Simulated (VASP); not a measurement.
# Si2W (P1) in VASP: band structure with RPBE

Aim: the band structure of Si2W with RPBE.

Program: VASP 6.6.1. These are calculated values, not measurements. Logs are shortened: lines on timing, memory, paths and dates and some standing lists are left out, and cuts for length are marked.

## (1) The cell of the first run

The typed cell holds 6 atoms: a = 4.511 Å, b = 4.545 Å, c = 4.799 Å, α = 90.49°, β = 119.30°, γ = 92.17°.

## (2) Band structure, RPBE

Contents of run.py:

```python
from ase.calculators.vasp import Vasp
from ase.dft.bandgap import bandgap
from ase.io import read

atoms = read('Si2W.xyz')
calc = Vasp(
    directory='calc',
    xc='rpbe',
    pp='PBE',
    setups='minimal',
    prec='Accurate',
    encut=500,
    ediff=1e-06,
    ismear=0,
    sigma=0.01,
    lreal=False,
    lasph=True,
    nelm=100,
    algo='Fast',
    isif=2,
    lwave=False,
    lcharg=True,
    lmaxmix=4,
    kpts=[7, 6, 7],
    gamma=True,
)
atoms.calc = calc

print('energy (eV):', atoms.get_potential_energy())
print('free energy (eV):', atoms.get_potential_energy(force_consistent=True))
efermi = calc.get_fermi_level()
print('Fermi level (eV):', efermi)
path = atoms.cell.bandpath(npoints=60, eps=1e-4)
print('path:', path.path)
calc.set(kpts=path.kpts, reciprocal=True, icharg=11, isym=0, lcharg=False)
calc.calculate(atoms)
print('gap on the path (eV):', bandgap(calc, efermi=efermi)[0])
print('direct gap on the path (eV):', bandgap(calc, efermi=efermi, direct=True)[0])
```

Contents of Si2W.xyz:

```xyz
6
Lattice="-3.2501705600 3.1283777800 0.0523641100 3.2736016100 3.1518088200 0.0712099800 1.6135266400 -1.6399799700 -4.2118530600" Properties=species:S:1:pos:R:3 pbc="T T T"
Si    -1.5079450817      1.5738668149     -1.1858384522
Si     1.6560803447      1.5539989335     -1.4224449224
Si    -0.0440635337     -0.0318432975     -2.8001838601
Si     0.0045064548      3.1230944445     -2.7099379379
W      3.2043236842      3.1723007854     -0.0167380675
W      0.0124859695      3.1786833323      0.0444642523
```

Potentials or basis: VASP PAW PBE potentials, release 64 (Si, W).

On the command line:

```
python run.py
```

The log of the run:

```text
energy (eV): -46.54615228
free energy (eV): -46.54619644
Fermi level (eV): 9.90194801
path: XGY,LGZ,NGM,RG
gap on the path (eV): 0.0
direct gap on the path (eV): 0.0
```

OUTCAR:

```text
ENCUT = 500.000000
   EDIFF = 1.00e-06
   GGA = RP
   PREC = Accurate
   ICHARG = 11
   ISIF = 2
   ISMEAR = 0
   ISYM = 0
   NELM = 100
   LASPH = .TRUE.
   LREAL = .FALSE.

 ion  position               nearest neighbor table
   1  0.631  0.023  0.290-   5 2.38   6 2.53   3 2.60   6 2.61   4 2.65   5 2.66   3 2.71   3 2.82
                             4 2.87   5 3.07   2 3.12
   2  0.171  0.504  0.348-   3 2.58   4 2.60   6 2.62   4 2.62   5 2.64   5 2.67   3 2.70   6 2.74
                             6 2.75   4 2.87   1 3.12
   3  0.343  0.997  0.669-   2 2.58   1 2.60   6 2.67   6 2.67   5 2.69   5 2.70   2 2.70   1 2.71
                             5 2.71   1 2.82   4 3.13
   4  0.836  0.505  0.662-   2 2.60   2 2.62   5 2.64   1 2.65   6 2.65   6 2.70   6 2.75   5 2.81
                             1 2.87   2 2.87   3 3.13
   5  0.025  0.993  0.021-   1 2.38   4 2.64   2 2.64   1 2.66   2 2.67   3 2.69   3 2.70   3 2.71
                             4 2.81   1 3.07   6 3.12   6 3.16   6 3.19   6 3.33
   6  0.508  0.506  0.004-   1 2.53   1 2.61   2 2.62   4 2.65   3 2.67   3 2.67   4 2.70   2 2.74
                             2 2.75   4 2.75   5 3.12   5 3.16   5 3.19   5 3.33

IMPORTANT INFORMATION: All symmetrisations will be switched off!
NOSYMM: (Re-)initialisation of all symmetry stuff for point group C_1.

----------------------------------------------------------------------------------------

                                     Primitive cell

  volume of cell :      85.7122

  direct lattice vectors                    reciprocal lattice vectors
    -3.250170560  3.128377780  0.052364110    -0.153515784  0.162203645 -0.121968295
     3.273601610  3.151808820  0.071209980     0.152724984  0.158725980 -0.003295841
     1.613526640 -1.639979970 -4.211853060     0.000673534  0.004700193 -0.238997288

  length of vectors
     4.511440812  4.544825321  4.799240431     0.254466861  0.220294621  0.239044450

  position of ions in fractional coordinates (direct lattice)
     0.631415000  0.023421000  0.289794000
     0.171323000  0.504273000  0.348380000
     0.343133000  0.997445000  0.669057000
     0.836412000  0.505336000  0.662350000
     0.024686000  0.992962000  0.021069000
     0.508254000  0.506300000  0.004322000

  ion indices of the primitive-cell ions
   primitive index   ion index
                 1           1
                 2           2
                 3           3
                 4           4
                 5           5
                 6           6

----------------------------------------------------------------------------------------

 KPOINTS: KPOINTS created by Atomic Simulation Env

Read explicit list of k-points.

 Found     60 k-points:

 Following reciprocal coordinates:
            Coordinates               Weight
  0.000000 -0.500000  0.000000      0.016667
  0.000000 -0.416667  0.000000      0.016667
  0.000000 -0.333333  0.000000      0.016667
  0.000000 -0.250000  0.000000      0.016667
  0.000000 -0.166667  0.000000      0.016667
  0.000000 -0.083333  0.000000      0.016667
[... 16 lines left out ...]
  0.055556 -0.055556 -0.055556      0.016667
  0.000000  0.000000  0.000000      0.016667
 [... further k-points ...]
   k-points           NKPTS =     60   k-points in BZ     NKDIM =     60   number of bands    NBANDS=     18
   number of dos      NEDOS =    301   number of ions     NIONS =      6
   total plane-waves  NPLWV =  46656
   dimension x,y,z NGX =    36 NGY =   36 NGZ =   36
   dimension x,y,z NGXF=    72 NGYF=   72 NGZF=   72
   ions per type =               4   2
   NGX,Y,Z   is equivalent  to a cutoff of  13.27, 13.17, 12.47 a.u.
   NGXF,Y,Z  is equivalent  to a cutoff of  26.53, 26.34, 24.94 a.u.
 SYSTEM =  unknown system
   PREC   = accura    normal or accurate (medium, high low for compatibility)
   ISTART =      0    job   : 0-new  1-cont  2-samecut
   ICHARG =     11    charge: 1-file 2-atom 10-const
   ISPIN  =      1    spin polarized calculation?
   LNONCOLLINEAR =      F non collinear calculations
   LSORBIT =      F    spin-orbit coupling
   LASPH  =      T    aspherical Exc in radial PAW
   ENCUT  =  500.0 eV  36.75 Ry    6.06 a.u.   8.23  8.29  8.75*2*pi/ulx,y,z
   NELM   =    100;   NELMIN=  2; NELMDL=  0     # of ELM steps
   EDIFF  = 0.1E-05   stopping-criterion for ELM
   LREAL  =      F    real-space projection
   EDIFFG = 0.1E-04   stopping-criterion for IOM
   NSW    =      0    number of steps for IOM
   IBRION =     -1    ionic relax: 0-MD 1-quasi-New 2-CG
   NFREE  =      0    steps in history (QN), initial steepest desc. (CG)
   ISIF   =      2    stress and relaxation
   ISYM   =      0    0-nonsym 1-usesym 2-fastsym
   POTIM  = 0.5000    time-step for ionic-motion
   TEBEG  =    0.0;   TEEND  =   0.0 temperature during run
   PSTRESS=    0.0 pullay stress
   NELECT =      28.0000    total number of electrons
   NUPDOWN=      -1.0000    fix difference up-down
   EMIN   =  10.00;   EMAX   =-10.00  energy-range for DOS
   EFERMI =   0.00;   METHOD = LEGACY
   ISMEAR =     0;   SIGMA  =   0.01  broadening in eV -4-tet -1-fermi 0-gaus
   EFERMI_NEDOS =   21; number of points for ismear=-14 and -15
   IALGO  =     68    algorithm
   IMIX   =      4    mixing-type and parameters
     AMIX     =   0.40;   BMIX     =  1.00
     AMIX_MAG =   1.60;   BMIX_MAG =  1.00
  volume/ion in A,a.u.               =      14.29        96.40
  Fermi-wavevector in a.u.,A,eV,Ry     =   1.127492  2.130650 17.296235  1.271237
  Thomas-Fermi vector in A             =   2.264178
   LORBIT       =      0    0 simple, 1 ext, 2 COOP (PROOUT), +10 PAW based schemes
   GGA     = RP    functional components
   LHFCALC =     F    Hartree Fock is set to
   AEXX    =    0.0000 exact exchange contribution
   IVDW    =     0    specifies the selected vdW correction
   LEPSILON=     F    determine dielectric tensor
   LRPA    =     F    only Hartree local field effects (RPA)
 non-spin polarized calculation
 RMM-DIIS sequential band-by-band and
 Gauss-broadening in eV      SIGMA  =   0.01
  energy-cutoff  :      500.00
  volume of cell :       85.71
 maximum number of plane-waves:      2192
 NGX is ok and might be reduce to    36

 number of electron      28.0000000 magnetization

 Free energy of the ion-electron system (eV)
  ---------------------------------------------------
  ext. energy  EPLUGINS =         0.00000000
  ---------------------------------------------------
  free energy    TOTEN  =       -46.10485996 eV

  energy without entropy =      -46.10465751  energy(sigma->0) =      -46.10475874

 E-fermi :  10.3209     XC(G=0): -12.0440

 val. band max:       10.3148019257   @ k =   0.0000  -0.2778   0.2778
 cond. band min:      10.3240033448   @ k =   0.2500   0.0000   0.0000
 fundamental gap:      0.0092014191
 Fermi energy:        10.3209365018

 k-point     1 :       0.0000   -0.5000    0.0000
  band No.  band energies     occupation
      1      -1.9262      2.00000
      2      -1.8382      2.00000
      3       3.8165      2.00000
      4       4.2272      2.00000
      5       4.3745      2.00000
      6       4.6527      2.00000
[... 10 lines left out ...]
     17      12.5866      0.00000
     18      12.8309      0.00000

 k-point     2 :       0.0000   -0.4167    0.0000
  band No.  band energies     occupation
      1      -2.4195      2.00000
      2      -1.2864      2.00000
      3       3.7312      2.00000
      4       4.1500      2.00000
      5       4.3214      2.00000
      6       4.5042      2.00000
[... 10 lines left out ...]
     17      12.7540      0.00000
     18      13.0440      0.00000
[... 442 lines left out ...]
 k-point    24 :       0.0000    0.0000    0.0000
  band No.  band energies     occupation
      1      -3.7305      2.00000
      2       0.7970      2.00000
      3       3.1990      2.00000
      4       3.3209      2.00000
      5       4.0273      2.00000
      6       4.7191      2.00000
[... 10 lines left out ...]
     17      12.6635      0.00000
     18      12.8780      0.00000

 [... further k-points ...]

------------------------ aborting loop because EDIFF is reached ----------------------------------------

  FORCE on cell =-STRESS in cart. coord.  units (eV):
  Direction    XX          YY          ZZ          XY          YZ          ZX
  --------------------------------------------------------------------------------------
  -------------------------------------------------------------------------------------
  Total       -3.6348278      3.4930814     -8.6524158     -5.7881695     -3.6026192      0.4402672
  in kB      -67.9441206     65.2945221   -161.7355226   -108.1955204    -67.3420606      8.2297073
  external PRESSURE =     -54.7950404 kB  Pullay stress =       0.0000000 kB

 VOLUME and BASIS-vectors are now :
 -----------------------------------------------------------------------------
  energy-cutoff  :      500.00
  volume of cell :       85.71
      direct lattice vectors                 reciprocal lattice vectors
    -3.250170560  3.128377780  0.052364110    -0.153515784  0.162203645 -0.121968295
     3.273601610  3.151808820  0.071209980     0.152724984  0.158725980 -0.003295841
     1.613526640 -1.639979970 -4.211853060     0.000673534  0.004700193 -0.238997288

 POSITION                                       TOTAL-FORCE (eV/Angst)
 -----------------------------------------------------------------------------------
     -1.50795      1.57387     -1.18584        -1.640647      0.729229     -2.919996
      1.65608      1.55400     -1.42244        -0.377302      0.009427     -0.362269
      3.22954      3.11997     -2.72897         0.378816      0.177973      1.110199
      0.00451      3.12309     -2.70994         0.048171      0.010543      0.184145
      3.20432      3.17230     -0.01674         1.431750     -0.990990      1.082779
      0.01249      3.17868      0.04446         0.159212      0.063817      0.905141
 -----------------------------------------------------------------------------------
    total drift:                               -0.021360     -0.004396     -0.071195

  FREE ENERGIE OF THE ION-ELECTRON SYSTEM (eV)
  ---------------------------------------------------
  free  energy   TOTEN  =       -46.1048599625 eV

  energy  without entropy=      -46.1046575146  energy(sigma->0) =      -46.10475874
```

INCAR:

```text
ENCUT = 500.000000
SIGMA = 0.010000
EDIFF = 1.00e-06
ALGO = Fast
GGA = RP
PREC = Accurate
ICHARG = 11
ISIF = 2
ISMEAR = 0
ISYM = 0
LMAXMIX = 4
NELM = 100
LASPH = .TRUE.
LCHARG = .FALSE.
LWAVE = .FALSE.
LREAL = .FALSE.
```

It took 3.7 min on 1 thread of Intel Xeon Platinum 8375C at 2.90GHz (Ice Lake), shared host; peak memory 0.24 GiB.

What came out:

```yaml
Band_gap_along_the_path: none (metal or under the smearing width)
```

Levels at the corners of the path, in eV from the Fermi level:
```tsv
point	band 11	band 12	band 13	band 14	band 15	band 16	band 17	band 18
X	-2.62	-2.46	-2.29	-1.88	2.13	2.63	2.68	2.93
Γ	-2.65	-1.98	-1.70	0.79	1.92	2.30	2.76	2.96
Y	-2.61	-2.33	-2.18	-1.85	1.25	1.47	1.83	1.96
L	-2.46	-2.11	-0.42	-0.02	2.29	2.69	2.75	3.14
Γ	-2.65	-1.98	-1.70	0.79	1.92	2.30	2.76	2.98
Z	-1.86	-0.90	-0.60	-0.39	0.21	0.97	2.01	2.35
N	-2.21	-1.65	-1.07	-0.87	0.08	0.57	1.10	1.53
Γ	-2.65	-1.98	-1.70	0.79	1.92	2.30	2.73	3.02
M	-2.70	-2.44	-1.94	-1.85	1.46	1.51	1.93	2.11
R	-2.43	-1.99	-0.37	-0.06	2.28	2.46	3.08	3.41
Γ	-2.65	-1.98	-1.70	0.79	1.92	2.30	2.73	2.99
```

Caveat: the log is that of the step along the path at fixed density, whose energy, stress, charges and moments have no meaning; the PAW data sets were made with another functional, which shifts forces and pressure a little; spin-orbit coupling is left out, which moves the levels of the heavy elements.
